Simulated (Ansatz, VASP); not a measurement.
**Two plane-wave programs on Sn**

Contents of INCAR:

```
PREC = Accurate
ENCUT = 520
EDIFF = 1E-7
ISMEAR = 0
SIGMA = 0.15
LREAL = F
LASPH = T
NELM = 100
ALGO = Fast
ISIF = 2
LWAVE = F
LCHARG = F
GGA = PS
NBANDS = 13
```

File KPOINTS:

```
regular mesh
0
Gamma
  18 18 18
```

Contents of POSCAR:

```
Sn
1.0
   -1.8946518192      1.8946518192      1.9893844102
    1.8946518192     -1.8946518192      1.9893844102
    1.8946518192      1.8946518192     -1.9893844102
Sn
1
Direct
    0.0000000000      0.0000000000      0.0000000000
```

Input for Ansatz:

```yaml
crystal:
  lattice:
    - [-1.8946518192, 1.8946518192, 1.9893844102]
    - [1.8946518192, -1.8946518192, 1.9893844102]
    - [1.8946518192, 1.8946518192, -1.9893844102]
  atoms:
    - { symbol: Sn, position: [0.0, 0.0, 0.0] }
basis:
  ecutwfc: 420
kpoints:
  mp_grid: { grid: [18, 18, 18] }
hamiltonian:
  xc: pbesol
scf:
  occupations: { method: gaussian, width: 0.15 }
output:
  forces: true
  stress: true
  eigenvalues: true
```

Change from the starting cell: strain +0.0500 x Voigt [0, 0, 1, 0, 0, 0], atoms carried along.

Alike in both runs: task single point; functional PBEsol; k mesh 18 × 18 × 18; occupations gaussian, width 0.15 eV; no spin polarisation.

|  | VASP | Ansatz |
| --- | --- | --- |
| version | VASP 6.6.1 | Ansatz 0.2.0 |
| potentials or method | VASP PAW PBE potentials, release 64 (Sn_d) | scalar-relativistic, plane waves, PAW |
| plane-wave cutoff (eV) | 520 | 420 |
| valence electrons in the cell | 14 | 14 |

Ansatz gave:

```
gap on the k mesh at the Fermi level (eV)       : none
pressure (GPa)                                  : -3.9
largest component of the traceless stress (GPa) : 0.45
```

Estimate VASP's values.

gap on the k mesh at the Fermi level (eV): none; pressure (GPa): -4.0; largest component of the traceless stress (GPa): 0.45.

A gap of «none» marks a metal or a gap that the smearing closes.

Caveats: the PAW data sets were made with another functional, which shifts forces and pressure a little (VASP).
